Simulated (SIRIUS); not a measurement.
# CdF2 (Fm-3m) in SIRIUS: settings compared, part 2 of 4

SIRIUS 7.12.0. Earlier steps stand in the parts before.

**3. Equation of state, LDA, 12.25 Å³/atom (volume scaled by 0.94)**

Contents of sirius.json:

```json
{
  "control": {
    "processing_unit": "cpu",
    "std_evp_solver_name": "lapack",
    "gen_evp_solver_name": "lapack",
    "verbosity": 2,
    "print_forces": false,
    "ortho_rf": true,
    "use_second_variation": true,
    "rmt_max": 3.0,
    "num_bands_to_print": 24,
    "save_wf": true
  },
  "parameters": {
    "electronic_structure_method": "full_potential_lapwlo",
    "xc_functionals": ["XC_LDA_X", "XC_LDA_C_PW"],
    "core_relativity": "dirac",
    "valence_relativity": "iora",
    "num_fv_states": 25,
    "smearing": "fermi_dirac",
    "smearing_width": 0.0018374661,
    "pw_cutoff": 23,
    "gk_cutoff": 4.48,
    "lmax_apw": 13,
    "lmax_rho": 8,
    "lmax_pot": 8,
    "num_mag_dims": 0,
    "auto_rmt": 0,
    "ngridk": [9, 9, 9],
    "shiftk": [0, 0, 0],
    "num_dft_iter": 80,
    "energy_tol": 1e-07,
    "density_tol": 1e-05,
    "use_symmetry": true
  },
  "settings": {"tol_ne": 1e-10},
  "iterative_solver": {"type": "exact"},
  "mixer": {"type": "anderson", "beta": 0.5, "max_history": 8},
  "unit_cell": {
    "lattice_vectors": [[0.0, 4.9869966479, 4.9869966479], [4.9869966479, 0.0, 4.9869966479], [4.9869966479, 4.9869966479, 0.0]],
    "atom_types": ["Cd", "F"],
    "atom_files": {"Cd": "Cd.json", "F": "F.json"},
    "atoms": {"Cd": [[0.0, 0.0, 0.0]], "F": [[0.75, 0.75, 0.75], [0.25, 0.25, 0.25]]}
  }
}
```

Contents of Cd.json:

```json
{
  "name": "cadmium",
  "symbol": "Cd",
  "number": 48,
  "mass": 112.411,
  "rmin": 1e-06,
  "rmt": 2.54,
  "nrmt": 800,
  "rinf": 14.45,
  "core": "1s2s2p3s3p3d",
  "valence": [
    {"basis": [{"enu": -0.15, "dme": 0, "n": 0, "auto": 0}, {"enu": -0.15, "dme": 1, "n": 0, "auto": 0}]},
    {"l": 0, "n": 1, "basis": [{"enu": -0.05, "dme": 0, "n": 0, "auto": 0}]},
    {"l": 1, "n": 2, "basis": [{"enu": -0.05, "dme": 0, "n": 0, "auto": 0}]},
    {"l": 2, "n": 3, "basis": [{"enu": -0.1102, "dme": 0, "n": 0, "auto": 0}]},
    {"l": 3, "n": 4, "basis": [{"enu": -0.05, "dme": 0, "n": 0, "auto": 0}]}
  ],
  "lo": [
    {"l": 0, "basis": [{"enu": -0.05, "dme": 0, "n": 0, "auto": 0}, {"enu": -0.05, "dme": 1, "n": 0, "auto": 0}]},
    {
      "l": 0,
      "basis": [{"enu": -3.7089, "dme": 0, "n": 4, "auto": 1}, {"enu": -3.7089, "dme": 1, "n": 4, "auto": 1}]
    },
    {
      "l": 0,
      "basis": [{"enu": -3.7089, "dme": 1, "n": 4, "auto": 1}, {"enu": -0.05, "dme": 0, "n": 0, "auto": 0}]
    },
    {"l": 0, "basis": [{"enu": -0.05, "dme": 0, "n": 0, "auto": 0}, {"enu": 2.43, "dme": 0, "n": 0, "auto": 0}]},
    {"l": 1, "basis": [{"enu": -0.05, "dme": 0, "n": 0, "auto": 0}, {"enu": -0.05, "dme": 1, "n": 0, "auto": 0}]},
    {
      "l": 1,
      "basis": [{"enu": -2.2896, "dme": 0, "n": 4, "auto": 1}, {"enu": -2.2896, "dme": 1, "n": 4, "auto": 1}]
    },
    {
      "l": 1,
      "basis": [{"enu": -2.2896, "dme": 1, "n": 4, "auto": 1}, {"enu": -0.05, "dme": 0, "n": 0, "auto": 0}]
    },
    {"l": 1, "basis": [{"enu": -0.05, "dme": 0, "n": 0, "auto": 0}, {"enu": 2.802, "dme": 0, "n": 0, "auto": 0}]},
    {
      "l": 2,
      "basis": [{"enu": -0.1102, "dme": 0, "n": 0, "auto": 0}, {"enu": -0.1102, "dme": 1, "n": 0, "auto": 0}]
    },
    {
      "l": 2,
      "basis": [{"enu": -0.1102, "dme": 1, "n": 0, "auto": 0}, {"enu": -0.1102, "dme": 2, "n": 0, "auto": 0}]
    },
    {
      "l": 2,
      "basis": [{"enu": -0.1102, "dme": 0, "n": 0, "auto": 0}, {"enu": 2.3078, "dme": 0, "n": 0, "auto": 0}]
    },
    {"l": 3, "basis": [{"enu": -0.05, "dme": 0, "n": 0, "auto": 0}, {"enu": -0.05, "dme": 1, "n": 0, "auto": 0}]},
    {"l": 3, "basis": [{"enu": -0.05, "dme": 0, "n": 0, "auto": 0}, {"enu": 2.647, "dme": 0, "n": 0, "auto": 0}]}
  ],
  "free_atom": [... radial grid and density of the free atom, the start of the SCF ...]
}
```

Contents of F.json:

```json
{
  "name": "fluorine",
  "symbol": "F",
  "number": 9,
  "mass": 18.9984032,
  "rmin": 1e-06,
  "rmt": 1.65,
  "nrmt": 800,
  "rinf": 10.39,
  "core": "1s",
  "valence": [
    {"basis": [{"enu": -0.15, "dme": 0, "n": 0, "auto": 0}, {"enu": -0.15, "dme": 1, "n": 0, "auto": 0}]},
    {"l": 0, "n": 1, "basis": [{"enu": -0.3367, "dme": 0, "n": 0, "auto": 0}]},
    {"l": 1, "n": 2, "basis": [{"enu": -0.05, "dme": 0, "n": 0, "auto": 0}]},
    {"l": 2, "n": 3, "basis": [{"enu": -0.05, "dme": 0, "n": 0, "auto": 0}]},
    {"l": 3, "n": 4, "basis": [{"enu": -0.05, "dme": 0, "n": 0, "auto": 0}]}
  ],
  "lo": [
    {
      "l": 0,
      "basis": [{"enu": -0.3367, "dme": 0, "n": 0, "auto": 0}, {"enu": -0.3367, "dme": 1, "n": 0, "auto": 0}]
    },
    {
      "l": 0,
      "basis": [{"enu": -0.3367, "dme": 1, "n": 0, "auto": 0}, {"enu": -0.3367, "dme": 2, "n": 0, "auto": 0}]
    },
    {
      "l": 0,
      "basis": [{"enu": -0.3367, "dme": 0, "n": 0, "auto": 0}, {"enu": 4.071, "dme": 0, "n": 0, "auto": 0}]
    },
    {"l": 1, "basis": [{"enu": -0.05, "dme": 0, "n": 0, "auto": 0}, {"enu": -0.05, "dme": 1, "n": 0, "auto": 0}]},
    {"l": 1, "basis": [{"enu": -0.05, "dme": 1, "n": 0, "auto": 0}, {"enu": -0.05, "dme": 2, "n": 0, "auto": 0}]},
    {
      "l": 1,
      "basis": [{"enu": -0.05, "dme": 0, "n": 0, "auto": 0}, {"enu": 5.0189, "dme": 0, "n": 0, "auto": 0}]
    },
    {"l": 2, "basis": [{"enu": -0.05, "dme": 0, "n": 0, "auto": 0}, {"enu": -0.05, "dme": 1, "n": 0, "auto": 0}]},
    {"l": 2, "basis": [{"enu": -0.05, "dme": 1, "n": 0, "auto": 0}, {"enu": -0.05, "dme": 2, "n": 0, "auto": 0}]},
    {"l": 2, "basis": [{"enu": -0.05, "dme": 0, "n": 0, "auto": 0}, {"enu": 5.68, "dme": 0, "n": 0, "auto": 0}]},
    {"l": 3, "basis": [{"enu": -0.05, "dme": 0, "n": 0, "auto": 0}, {"enu": -0.05, "dme": 1, "n": 0, "auto": 0}]}
  ],
  "free_atom": [... radial grid and density of the free atom, the start of the SCF ...]
}
```

Contents of sirius_start.json:

```json
{
  "control": {
    "processing_unit": "cpu",
    "std_evp_solver_name": "lapack",
    "gen_evp_solver_name": "lapack",
    "verbosity": 1,
    "print_forces": false,
    "ortho_rf": true,
    "use_second_variation": true,
    "rmt_max": 3.0,
    "num_bands_to_print": 24,
    "save_wf": false
  },
  "parameters": {
    "electronic_structure_method": "full_potential_lapwlo",
    "xc_functionals": ["XC_LDA_X", "XC_LDA_C_PW"],
    "core_relativity": "dirac",
    "valence_relativity": "iora",
    "num_fv_states": 25,
    "smearing": "fermi_dirac",
    "smearing_width": 0.0055123983,
    "pw_cutoff": 23,
    "gk_cutoff": 3.59,
    "lmax_apw": 13,
    "lmax_rho": 8,
    "lmax_pot": 8,
    "num_mag_dims": 0,
    "auto_rmt": 0,
    "ngridk": [4, 4, 4],
    "shiftk": [0, 0, 0],
    "num_dft_iter": 30,
    "energy_tol": 0.01,
    "density_tol": 0.05,
    "use_symmetry": true
  },
  "settings": {"tol_ne": 1e-10},
  "iterative_solver": {"type": "exact"},
  "mixer": {"type": "anderson", "beta": 0.5, "max_history": 8},
  "unit_cell": {
    "lattice_vectors": [[0.0, 4.9869966479, 4.9869966479], [4.9869966479, 0.0, 4.9869966479], [4.9869966479, 4.9869966479, 0.0]],
    "atom_types": ["Cd", "F"],
    "atom_files": {"Cd": "Cd.json", "F": "F.json"},
    "atoms": {"Cd": [[0.0, 0.0, 0.0]], "F": [[0.75, 0.75, 0.75], [0.25, 0.25, 0.25]]}
  }
}
```

Potentials or basis: all-electron FP-LAPW, apw+lo standard.

The run is started by

```sh
$ OMP_NUM_THREADS=1 sirius.scf --input=sirius_start.json --output=start.json
$ OMP_NUM_THREADS=1 sirius.scf --input=sirius.json --output=output.json --task=1
```

Run time: 66 s. Hardware: 1 thread of Intel Xeon 6975P-C (Granite Rapids), shared host; peak memory 0.75 GiB.

It converged, with:

```yaml
Free_energy: -157548.4284 eV
Band_gap_on_the_k_mesh: 3.05 eV, indirect (least direct gap 3.41 eV)
All_electrons_inside_the_program's_atomic_spheres: Cd 46.44; F 8.34 (radii Cd 2.54, F 1.65 bohr)
```

Caveat: an odd mesh through Γ misses points on the zone boundary, where band edges often lie.

**4. Equation of state, LDA, 12.51 Å³/atom (volume scaled by 0.96)**

Edit sirius.json of step 3 so:

```diff
@@ -39,3 +39,3 @@
   "unit_cell": {
-    "lattice_vectors": [[0.0, 4.9869966479, 4.9869966479], [4.9869966479, 0.0, 4.9869966479], [4.9869966479, 4.9869966479, 0.0]],
+    "lattice_vectors": [[0.0, 5.0221174997, 5.0221174997], [5.0221174997, 0.0, 5.0221174997], [5.0221174997, 5.0221174997, 0.0]],
     "atom_types": ["Cd", "F"],
```

Contents of Cd.json:

```json
{
  "name": "cadmium",
  "symbol": "Cd",
  "number": 48,
  "mass": 112.411,
  "rmin": 1e-06,
  "rmt": 2.54,
  "nrmt": 800,
  "rinf": 14.45,
  "core": "1s2s2p3s3p3d",
  "valence": [
    {"basis": [{"enu": -0.16, "dme": 0, "n": 0, "auto": 0}, {"enu": -0.16, "dme": 1, "n": 0, "auto": 0}]},
    {"l": 0, "n": 1, "basis": [{"enu": -0.06, "dme": 0, "n": 0, "auto": 0}]},
    {"l": 1, "n": 2, "basis": [{"enu": -0.06, "dme": 0, "n": 0, "auto": 0}]},
    {"l": 2, "n": 3, "basis": [{"enu": -0.1202, "dme": 0, "n": 0, "auto": 0}]},
    {"l": 3, "n": 4, "basis": [{"enu": -0.06, "dme": 0, "n": 0, "auto": 0}]}
  ],
  "lo": [
    {"l": 0, "basis": [{"enu": -0.06, "dme": 0, "n": 0, "auto": 0}, {"enu": -0.06, "dme": 1, "n": 0, "auto": 0}]},
    {
      "l": 0,
      "basis": [{"enu": -3.7189, "dme": 0, "n": 4, "auto": 1}, {"enu": -3.7189, "dme": 1, "n": 4, "auto": 1}]
    },
    {
      "l": 0,
      "basis": [{"enu": -3.7189, "dme": 1, "n": 4, "auto": 1}, {"enu": -0.06, "dme": 0, "n": 0, "auto": 0}]
    },
    {"l": 0, "basis": [{"enu": -0.06, "dme": 0, "n": 0, "auto": 0}, {"enu": 2.42, "dme": 0, "n": 0, "auto": 0}]},
    {"l": 1, "basis": [{"enu": -0.06, "dme": 0, "n": 0, "auto": 0}, {"enu": -0.06, "dme": 1, "n": 0, "auto": 0}]},
    {
      "l": 1,
      "basis": [{"enu": -2.2996, "dme": 0, "n": 4, "auto": 1}, {"enu": -2.2996, "dme": 1, "n": 4, "auto": 1}]
    },
    {
      "l": 1,
      "basis": [{"enu": -2.2996, "dme": 1, "n": 4, "auto": 1}, {"enu": -0.06, "dme": 0, "n": 0, "auto": 0}]
    },
    {"l": 1, "basis": [{"enu": -0.06, "dme": 0, "n": 0, "auto": 0}, {"enu": 2.792, "dme": 0, "n": 0, "auto": 0}]},
    {
      "l": 2,
      "basis": [{"enu": -0.1202, "dme": 0, "n": 0, "auto": 0}, {"enu": -0.1202, "dme": 1, "n": 0, "auto": 0}]
    },
    {
      "l": 2,
      "basis": [{"enu": -0.1202, "dme": 1, "n": 0, "auto": 0}, {"enu": -0.1202, "dme": 2, "n": 0, "auto": 0}]
    },
    {
      "l": 2,
      "basis": [{"enu": -0.1202, "dme": 0, "n": 0, "auto": 0}, {"enu": 2.2978, "dme": 0, "n": 0, "auto": 0}]
    },
    {"l": 3, "basis": [{"enu": -0.06, "dme": 0, "n": 0, "auto": 0}, {"enu": -0.06, "dme": 1, "n": 0, "auto": 0}]},
    {"l": 3, "basis": [{"enu": -0.06, "dme": 0, "n": 0, "auto": 0}, {"enu": 2.637, "dme": 0, "n": 0, "auto": 0}]}
  ],
  "free_atom": [... radial grid and density of the free atom, the start of the SCF ...]
}
```

Contents of F.json:

```json
{
  "name": "fluorine",
  "symbol": "F",
  "number": 9,
  "mass": 18.9984032,
  "rmin": 1e-06,
  "rmt": 1.65,
  "nrmt": 800,
  "rinf": 10.39,
  "core": "1s",
  "valence": [
    {"basis": [{"enu": -0.16, "dme": 0, "n": 0, "auto": 0}, {"enu": -0.16, "dme": 1, "n": 0, "auto": 0}]},
    {"l": 0, "n": 1, "basis": [{"enu": -0.3467, "dme": 0, "n": 0, "auto": 0}]},
    {"l": 1, "n": 2, "basis": [{"enu": -0.06, "dme": 0, "n": 0, "auto": 0}]},
    {"l": 2, "n": 3, "basis": [{"enu": -0.06, "dme": 0, "n": 0, "auto": 0}]},
    {"l": 3, "n": 4, "basis": [{"enu": -0.06, "dme": 0, "n": 0, "auto": 0}]}
  ],
  "lo": [
    {
      "l": 0,
      "basis": [{"enu": -0.3467, "dme": 0, "n": 0, "auto": 0}, {"enu": -0.3467, "dme": 1, "n": 0, "auto": 0}]
    },
    {
      "l": 0,
      "basis": [{"enu": -0.3467, "dme": 1, "n": 0, "auto": 0}, {"enu": -0.3467, "dme": 2, "n": 0, "auto": 0}]
    },
    {
      "l": 0,
      "basis": [{"enu": -0.3467, "dme": 0, "n": 0, "auto": 0}, {"enu": 4.061, "dme": 0, "n": 0, "auto": 0}]
    },
    {"l": 1, "basis": [{"enu": -0.06, "dme": 0, "n": 0, "auto": 0}, {"enu": -0.06, "dme": 1, "n": 0, "auto": 0}]},
    {"l": 1, "basis": [{"enu": -0.06, "dme": 1, "n": 0, "auto": 0}, {"enu": -0.06, "dme": 2, "n": 0, "auto": 0}]},
    {
      "l": 1,
      "basis": [{"enu": -0.06, "dme": 0, "n": 0, "auto": 0}, {"enu": 5.0089, "dme": 0, "n": 0, "auto": 0}]
    },
    {"l": 2, "basis": [{"enu": -0.06, "dme": 0, "n": 0, "auto": 0}, {"enu": -0.06, "dme": 1, "n": 0, "auto": 0}]},
    {"l": 2, "basis": [{"enu": -0.06, "dme": 1, "n": 0, "auto": 0}, {"enu": -0.06, "dme": 2, "n": 0, "auto": 0}]},
    {"l": 2, "basis": [{"enu": -0.06, "dme": 0, "n": 0, "auto": 0}, {"enu": 5.67, "dme": 0, "n": 0, "auto": 0}]},
    {"l": 3, "basis": [{"enu": -0.06, "dme": 0, "n": 0, "auto": 0}, {"enu": -0.06, "dme": 1, "n": 0, "auto": 0}]}
  ],
  "free_atom": [... radial grid and density of the free atom, the start of the SCF ...]
}
```

Edit sirius_start.json of step 3 so:

```diff
@@ -39,3 +39,3 @@
   "unit_cell": {
-    "lattice_vectors": [[0.0, 4.9869966479, 4.9869966479], [4.9869966479, 0.0, 4.9869966479], [4.9869966479, 4.9869966479, 0.0]],
+    "lattice_vectors": [[0.0, 5.0221174997, 5.0221174997], [5.0221174997, 0.0, 5.0221174997], [5.0221174997, 5.0221174997, 0.0]],
     "atom_types": ["Cd", "F"],
```

The run is started by

```sh
$ OMP_NUM_THREADS=1 sirius.scf --input=sirius_start.json --output=start.json
$ OMP_NUM_THREADS=1 sirius.scf --input=sirius.json --output=output.json --task=1
```

Run time: 70 s. Hardware: 1 thread of Intel Xeon 6975P-C (Granite Rapids), shared host; peak memory 0.75 GiB.

It converged, with:

```
Free energy                                       : -157548.4287 eV
Band gap on the k mesh                            : 2.97 eV, indirect (least direct gap 3.36 eV)
All electrons inside the program's atomic spheres : Cd 46.41; F 8.33 (radii Cd 2.54, F 1.65 bohr)
```

Caveat: an odd mesh through Γ misses points on the zone boundary, where band edges often lie.

(Continued in part 3 of 4.)
